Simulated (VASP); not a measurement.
# ZnSe (F-43m) in VASP: notebook, part 2 of 2

VASP 6.6.1. Earlier steps stand in the parts before.

## Step 3: Optical spectrum, PBE

The input, INCAR:

```
  PREC = Accurate
  ENCUT = 520
  EDIFF = 1E-7
  ISMEAR = 0
  SIGMA = 0.02
  LREAL = False
  LASPH = True
  NELM = 80
  ALGO = Normal
  ISIF = 2
  LWAVE = False
  LCHARG = False
  GGA = PE
  LOPTICS = True
  NBANDS = 41
  NEDOS = 2000
  CSHIFT = 0.1
```

The input, KPOINTS:

```
regular mesh
0
Gamma
  14 14 14
```

The input, POSCAR:

```
ZnSe
1.0
    0.0000000000      2.8338000000      2.8338000000
    2.8338000000      0.0000000000      2.8338000000
    2.8338000000      2.8338000000      0.0000000000
Zn Se
1 1
Direct
    0.0000000000      0.0000000000      0.0000000000
    0.2500000000      0.2500000000      0.2500000000
```

Potentials or basis: VASP PAW PBE potentials, release 64 (Zn, Se).

Run with:

```
cat potpaw_PBE.64/Zn/POTCAR potpaw_PBE.64/Se/POTCAR > POTCAR
mpirun -np 1 vasp_std > vasp.out
```

OUTCAR:

```text
PREC = Accurate
   ENCUT = 520
   EDIFF = 1E-7
   ISMEAR = 0
   LREAL = False
   LASPH = True
   NELM = 80
   ISIF = 2
   GGA = PE

 ion  position               nearest neighbor table
   1  0.000  0.000  0.000-   2 2.45   2 2.45   2 2.45   2 2.45
   2  0.250  0.250  0.250-   1 2.45   1 2.45   1 2.45   1 2.45

  LATTYP: Found a face centered cubic cell.
 ALAT       =     5.6676000000

  Lattice vectors:

 A1 = (   0.0000000000,   2.8338000000,   2.8338000000)
 A2 = (   2.8338000000,   0.0000000000,   2.8338000000)
 A3 = (   2.8338000000,   2.8338000000,   0.0000000000)

Analysis of symmetry for initial positions (statically):
=====================================================================
 Subroutine PRICEL returns:
 Original cell was already a primitive cell.

 Routine SETGRP: Setting up the symmetry group for a
 face centered cubic supercell.

 Subroutine GETGRP returns: Found 24 space group operations
 (whereof 24 operations were pure point group operations)
 out of a pool of 48 trial point group operations.

The static configuration has the point symmetry T_d .

Analysis of symmetry for dynamics (positions and initial velocities):
=====================================================================
 Subroutine PRICEL returns:
 Original cell was already a primitive cell.

 Routine SETGRP: Setting up the symmetry group for a
 face centered cubic supercell.

 Subroutine GETGRP returns: Found 24 space group operations
 (whereof 24 operations were pure point group operations)
 out of a pool of 48 trial point group operations.

The dynamic configuration has the point symmetry T_d .

 Subroutine INISYM returns: Found 24 space group operations
 (whereof 24 operations are pure point group operations),
 and found     1 'primitive' translations

----------------------------------------------------------------------------------------

                                     Primitive cell

  volume of cell :      45.5132

[... 126 lines left out ...]

 number of electron      18.0000012 magnetization

 Free energy of the ion-electron system (eV)
  ---------------------------------------------------
  ext. energy  EPLUGINS =         0.00000000
  ---------------------------------------------------
  free energy    TOTEN  =        -6.02090364 eV

  energy without entropy =       -6.02090364  energy(sigma->0) =       -6.02090364

 E-fermi :   1.7083     XC(G=0):  -9.3220

 val. band max:        1.6124656055   @ k =   0.0000   0.0000   0.0000
 cond. band min:       2.9030918772   @ k =   0.0000   0.0000   0.0000
 fundamental gap:      1.2906262716
 Fermi energy:         1.7083183912

 k-point     1 :       0.0000    0.0000    0.0000
  band No.  band energies     occupation
      1     -11.6468      2.00000
      2      -4.9327      2.00000
      3      -4.9327      2.00000
      4      -4.9327      2.00000
      5      -4.5629      2.00000
      6      -4.5629      2.00000
[... 565 lines left out ...]
     20      20.4269      0.00000
     21      20.4723      0.00000

 [... further k-points ...]

 [bands above 21 left out]

------------------------ aborting loop because EDIFF is reached ----------------------------------------

  FORCE on cell =-STRESS in cart. coord.  units (eV):
  Direction    XX          YY          ZZ          XY          YZ          ZX
  --------------------------------------------------------------------------------------
  -------------------------------------------------------------------------------------
  Total        0.6667400      0.6667400      0.6667400     -0.0000000     -0.0000000     -0.0000000
  in kB       23.4708885     23.4708885     23.4708885     -0.0000000     -0.0000000     -0.0000000
  external PRESSURE =      23.4708885 kB  Pullay stress =       0.0000000 kB

 VOLUME and BASIS-vectors are now :
 -----------------------------------------------------------------------------
  energy-cutoff  :      520.00
  volume of cell :       45.51
      direct lattice vectors                 reciprocal lattice vectors
     0.000000000  2.833800000  2.833800000    -0.176441527  0.176441527  0.176441527
     2.833800000  0.000000000  2.833800000     0.176441527 -0.176441527  0.176441527
     2.833800000  2.833800000  0.000000000     0.176441527  0.176441527 -0.176441527

 POSITION                                       TOTAL-FORCE (eV/Angst)
 -----------------------------------------------------------------------------------
      0.00000      0.00000      0.00000         0.000000      0.000000      0.000000
      1.41690      1.41690      1.41690        -0.000000     -0.000000     -0.000000
 -----------------------------------------------------------------------------------
    total drift:                               -0.000001     -0.000001     -0.000001

  FREE ENERGIE OF THE ION-ELECTRON SYSTEM (eV)
  ---------------------------------------------------
  free  energy   TOTEN  =        -6.0209036445 eV

  energy  without entropy=       -6.0209036445  energy(sigma->0) =       -6.02090364

 electrical conductivity sigma (Mega S m-1) (frequency dependency in vasprun.xml)
  --------------------------------------------------------------------------------------
       0.000       0.000      -0.000
       0.000       0.000      -0.000
      -0.000      -0.000       0.000

  frequency dependent IMAGINARY DIELECTRIC FUNCTION (independent particle, no local field effects) density-density
     E(ev)      X         Y         Z        XY        YZ        ZX
  --------------------------------------------------------------------------------------------------------------
     0.00000     0.00000     0.00000     0.00000     0.00000     0.00000     0.00000
     0.67583     0.07304     0.07304     0.07304    -0.00000    -0.00000     0.00000
     1.35165     0.77425     0.77425     0.77425    -0.00000    -0.00000     0.00000
     2.02748     1.25692     1.25692     1.25692    -0.00000    -0.00000     0.00000
     2.70330     2.32333     2.32333     2.32333     0.00000    -0.00000     0.00000
     3.37913     7.43619     7.43619     7.43619    -0.00000    -0.00000    -0.00000
[... 92 lines left out ...]
    66.23097     0.00026     0.00026     0.00026    -0.00000    -0.00000     0.00000
    66.90679     0.00025     0.00025     0.00025    -0.00000    -0.00000     0.00000

  frequency dependent      REAL DIELECTRIC FUNCTION (independent particle, no local field effects) density-density
     E(ev)        X           Y           Z          XY          YZ          ZX
  --------------------------------------------------------------------------------------------------------------
     0.00000     7.62083     7.62083     7.62083    -0.00000    -0.00000     0.00000
     0.67583     7.83731     7.83731     7.83731    -0.00000    -0.00000    -0.00000
     1.35165     8.05492     8.05492     8.05492    -0.00000    -0.00000    -0.00000
     2.02748     8.64444     8.64444     8.64444    -0.00000    -0.00000    -0.00000
     2.70330     9.75551     9.75551     9.75551     0.00000     0.00000    -0.00000
     3.37913    10.57194    10.57194    10.57194    -0.00000    -0.00000    -0.00000
[... 92 lines left out ...]
    66.23097     0.92284     0.92284     0.92284     0.00000     0.00000     0.00000
    66.90679     0.92458     0.92458     0.92458     0.00000     0.00000     0.00000

  frequency dependent IMAGINARY DIELECTRIC FUNCTION (independent particle, no local field effects) current-current
     E(ev)      X         Y         Z        XY        YZ        ZX
  --------------------------------------------------------------------------------------------------------------
     0.00000    39.17106    39.17106    39.17106    -0.00000    -0.00000    -0.00000
     0.67583     2.09516     2.09516     2.09516    -0.00000    -0.00000    -0.00000
     1.35165     1.81244     1.81244     1.81244    -0.00000    -0.00000    -0.00000
     2.02748     2.00901     2.00901     2.00901    -0.00000     0.00000    -0.00000
     2.70330     2.96904     2.96904     2.96904    -0.00000     0.00000    -0.00000
     3.37913     7.99660     7.99660     7.99660     0.00000    -0.00000     0.00000
[... 92 lines left out ...]
    66.23097     0.00003     0.00003     0.00003     0.00000     0.00000     0.00000
    66.90679     0.00003     0.00003     0.00003     0.00000     0.00000     0.00000

  frequency dependent      REAL DIELECTRIC FUNCTION (independent particle, no local field effects) current-current
     E(ev)        X           Y           Z          XY          YZ          ZX
  --------------------------------------------------------------------------------------------------------------
     0.00000     7.60045     7.60045     7.60045     0.00000     0.00000    -0.00000
     0.67583     7.81182     7.81182     7.81182     0.00000     0.00000    -0.00000
     1.35165     7.93758     7.93758     7.93758     0.00000     0.00000    -0.00000
     2.02748     8.51899     8.51899     8.51899     0.00000     0.00000    -0.00000
     2.70330     9.58186     9.58186     9.58186     0.00000    -0.00000    -0.00000
     3.37913    10.12334    10.12334    10.12334     0.00000     0.00000    -0.00000
[... 92 lines left out ...]
    66.23097     0.92286     0.92286     0.92286    -0.00000    -0.00000     0.00000
    66.90679     0.92460     0.92460     0.92460    -0.00000    -0.00000     0.00000
```

It took 75 s on 1 thread of Intel Xeon 6975P-C (Granite Rapids), shared host; peak memory 0.37 GiB.

What came out:

* Free energy: -6.0209 eV
* Pressure: 2.3 GPa
* Band gap on the k mesh: 1.29 eV, direct

Dielectric function (mean over the directions given):
```
energy (eV)  real part  imaginary part
       0.27       7.65            0.02
       1.28       8.33            0.94
       2.30       9.18            1.67
       3.31      12.29            5.95
       4.39       7.17            6.83
       5.41       3.10           14.84
       6.42       0.63            6.00
       7.50      -2.31            6.44
       8.52      -2.42            3.73
       9.53      -1.64            2.34
      10.61      -1.73            1.75
      11.62      -1.07            1.41
      12.64      -0.71            0.95
      13.72      -0.62            0.68
      14.73      -0.22            0.57
      15.75      -0.02            0.53
      16.83       0.07            0.50
      17.84       0.19            0.38
      18.86       0.27            0.39
      19.94       0.30            0.34
```

Caveat: independent-particle spectra lack excitons.

## Step 4: Born charges and dielectric tensor, PBE

The input, INCAR:

```
  PREC = Accurate
  ENCUT = 520
  EDIFF = 1E-8
  ISMEAR = 0
  SIGMA = 0.02
  LREAL = False
  LASPH = True
  NELM = 80
  ALGO = Normal
  ISIF = 2
  LWAVE = False
  LCHARG = False
  GGA = PE
  LEPSILON = True
  IBRION = 8
  NSW = 1
```

The input, KPOINTS:

```
regular mesh
0
Gamma
  10 10 10
```

POSCAR is that of step 3.

Potentials or basis: VASP PAW PBE potentials, release 64 (Zn, Se).

Run with:

```
cat potpaw_PBE.64/Zn/POTCAR potpaw_PBE.64/Se/POTCAR > POTCAR
mpirun -np 1 vasp_std > vasp.out
```

OUTCAR:

```text
PREC = Accurate
   ENCUT = 520
   EDIFF = 1E-8
   ISMEAR = 0
   LREAL = False
   LASPH = True
   NELM = 80
   ISIF = 2
   GGA = PE
   LEPSILON = True
   IBRION = 8
   NSW = 1

 ion  position               nearest neighbor table
   1  0.000  0.000  0.000-   2 2.45   2 2.45   2 2.45   2 2.45
   2  0.250  0.250  0.250-   1 2.45   1 2.45   1 2.45   1 2.45

  LATTYP: Found a face centered cubic cell.
 ALAT       =     5.6676000000

  Lattice vectors:

 A1 = (   0.0000000000,   2.8338000000,   2.8338000000)
 A2 = (   2.8338000000,   0.0000000000,   2.8338000000)
 A3 = (   2.8338000000,   2.8338000000,   0.0000000000)

Analysis of symmetry for initial positions (statically):
=====================================================================
 Subroutine PRICEL returns:
 Original cell was already a primitive cell.

 Routine SETGRP: Setting up the symmetry group for a
[... 685 lines left out ...]

 SECOND DERIVATIVES (NOT SYMMETRIZED)
 ------------------------------------
               1X          1Y          1Z          2X          2Y          2Z
  1X    -5.775775    0.000000    0.000000    5.775775    0.000000    0.000000
  1Y     0.000000   -5.775775    0.000000    0.000000    5.775775    0.000000
  1Z     0.000000    0.000000   -5.775775    0.000000    0.000000    5.775775
  2X     5.710253    0.000000    0.000000   -5.710253    0.000000    0.000000
  2Y     0.000000    5.710253    0.000000    0.000000   -5.710253    0.000000
  2Z     0.000000    0.000000    5.710253    0.000000    0.000000   -5.710253

 Eigenvectors and eigenvalues of the dynamical matrix
 ----------------------------------------------------

   1 f  =    6.265965 THz    39.370221 2PiTHz  209.010102 cm-1    25.913938 meV
             X         Y         Z           dx          dy          dz
      0.000000  0.000000  0.000000     0.000000    0.741504    0.000000
      1.416900  1.416900  1.416900     0.000000   -0.670948    0.000000
[... 21 lines left out ...]
   6 f/i=    0.017783 THz     0.111735 2PiTHz    0.593183 cm-1     0.073545 meV
             X         Y         Z           dx          dy          dz
      0.000000  0.000000  0.000000     0.000000    0.000000   -0.670948
      1.416900  1.416900  1.416900     0.000000    0.000000   -0.741504

--------------------------------------------------------------------------------------------------------

 MACROSCOPIC STATIC DIELECTRIC TENSOR IONIC CONTRIBUTION
 ------------------------------------------------------
           2.947168     0.000000     0.000000
           0.000000     2.947168    -0.000000
           0.000000    -0.000000     2.947168
 ------------------------------------------------------

 ELASTIC MODULI CONTR FROM IONIC RELAXATION (kBar)
 Direction    XX          YY          ZZ          XY          YZ          ZX
 --------------------------------------------------------------------------------
 XX          -0.0000      0.0000     -0.0000      0.0000      0.0000     -0.0000
 YY           0.0000     -0.0000      0.0000     -0.0000      0.0000      0.0000
 ZZ          -0.0000      0.0000     -0.0000      0.0000     -0.0000     -0.0000
 XY           0.0000     -0.0000      0.0000   -197.1047      0.0000      0.0000
 YZ           0.0000      0.0000     -0.0000      0.0000   -197.1047      0.0000
 ZX          -0.0000      0.0000     -0.0000      0.0000      0.0000   -197.1047
 --------------------------------------------------------------------------------

 PIEZOELECTRIC TENSOR IONIC CONTR  for field in x, y, z        (C/m^2)
          XX          YY          ZZ          XY          YZ          ZX
  --------------------------------------------------------------------------------
  x    -0.00000    -0.00000     0.00000     0.00000     0.71717     0.00000
  y     0.00000    -0.00000     0.00000     0.00000     0.00000     0.71717
  z    -0.00000     0.00000    -0.00000     0.71717     0.00000    -0.00000
```

OSZICAR:

```text
N       E                     dE             d eps       ncg     rms          rms(c)
DAV:   1     0.851929017210E+02    0.85193E+02   -0.90656E+03  1222   0.158E+03
DAV:   2    -0.643142131761E+00   -0.85836E+02   -0.81816E+02  1307   0.272E+02
DAV:   3    -0.625323319969E+01   -0.56101E+01   -0.55799E+01  1562   0.700E+01
[... 13 lines left out ...]
RMM:   8    -0.825814351895E-01   -0.25893E-05   -0.78427E-09  7853   0.317E-04    0.525E-05
RMM:   9    -0.825814062267E-01    0.28963E-07   -0.10776E-08  7576   0.151E-04    0.101E-05
RMM:  10    -0.825813176609E-01    0.88566E-07   -0.24004E-09  7883   0.257E-05    0.549E-06
RMM:  11    -0.825813354169E-01   -0.17756E-07   -0.22169E-09  7143   0.120E-05    0.267E-06
RMM:  12    -0.825813421192E-01   -0.67023E-08   -0.50545E-10  5502   0.348E-06    0.283E-07
 Linear response finished
```

Run time: 6.1 min. Hardware: 1 thread of Intel Xeon 6975P-C (Granite Rapids), shared host; peak memory 0.4 GiB.

Results:

* Band gap on the k mesh: 1.29 eV, direct
* Electronic dielectric tensor (diagonal): 7.43
* Born charges (mean of the diagonal): Zn +2.06; Se -2.06 e
* Highest phonon frequency at Γ, LO-TO splitting left out: 209 cm⁻¹

Phonon frequencies in cm⁻¹ (negative: imaginary):
```tsv
q point	frequencies
(0.000, 0.000, 0.000)	-1 -1 -1 209 209 209
```

Electronic dielectric tensor:
```
7.43 0.00 0.00
0.00 7.43 0.00
0.00 0.00 7.43
```

Born effective charge tensors (e):
atom 1, Zn
```
2.06 0.00 0.00
0.00 2.06 0.00
0.00 0.00 2.06
```
atom 2, Se
```
-2.06  0.00  0.00
 0.00 -2.06  0.00
 0.00  0.00 -2.06
```

## Step 5: Overview

| task | k mesh | gap on the mesh (eV) |
| --- | --- | --- |
| band structure | 10 × 10 × 10 | 1.29 |
| optical spectrum | 14 × 14 × 14 | 1.29 |
| Born charges and dielectric tensor | 10 × 10 × 10 | 1.29 |

Alike in all rows: level PBE; potentials or basis VASP PAW PBE potentials, release 64 (Zn, Se); no spin polarisation; cell as given; cutoff (eV) 520; smearing gaussian 0.02 eV.

On the cell as given the gap runs from 1.29 eV (PBE) to 1.29 eV (PBE); the meshes differ, which moves gaps too.

Caveats: independent-particle spectra lack excitons (some runs).

Absolute energies hang on the potentials; compare differences alone.

## Step 6: How close it comes

Step 2. A measured gap of ZnSe is 2.695 eV (an exciton energy, a little under the gap; 300 K; “Alloy Disordering Effects on the Thermal Conductivity and Energy Gap Temperature Dependence of Cd1−xZnxSe Ternary Crystals Grown by the Bridgman Method”, 2023, pmc:10253836); the calculated 1.29 eV misses it by -1.40 eV. So large a miss can be the level of theory's own, or it may mean another phase, state or a wrong row. Spin-orbit coupling on Se is left out. The value is that of PBE, without temperature or zero-point motion. Semilocal functionals fall short of measured gaps as a rule.

Step 3. Measured gap of ZnSe: 2.695 eV (an exciton energy, a little under the gap; 300 K; “Alloy Disordering Effects on the Thermal Conductivity and Energy Gap Temperature Dependence of Cd1−xZnxSe Ternary Crystals Grown by the Bridgman Method”, 2023, pmc:10253836). This calculation gives 1.29 eV (-1.40 eV). So large a miss can be the level of theory's own, or it may mean another phase, state or a wrong row. Spin-orbit coupling on Se is left out. The value is that of PBE on a finite k mesh, which can miss the band edges, without temperature or zero-point motion. Semilocal functionals fall short of measured gaps as a rule.

Step 4. Against the measured gap of ZnSe, 2.695 eV (an exciton energy, a little under the gap; 300 K; “Alloy Disordering Effects on the Thermal Conductivity and Energy Gap Temperature Dependence of Cd1−xZnxSe Ternary Crystals Grown by the Bridgman Method”, 2023, pmc:10253836), the calculated 1.29 eV is off by -1.40 eV. So large a miss can be the level of theory's own, or it may mean another phase, state or a wrong row. Spin-orbit coupling on Se is left out. The value is that of PBE, without temperature or zero-point motion. Semilocal functionals fall short of measured gaps as a rule. Against the measured high-frequency dielectric constant of ZnSe, 5.9 (a printed reference work, textbook), the calculated 7.43 is off by +25.9 %.
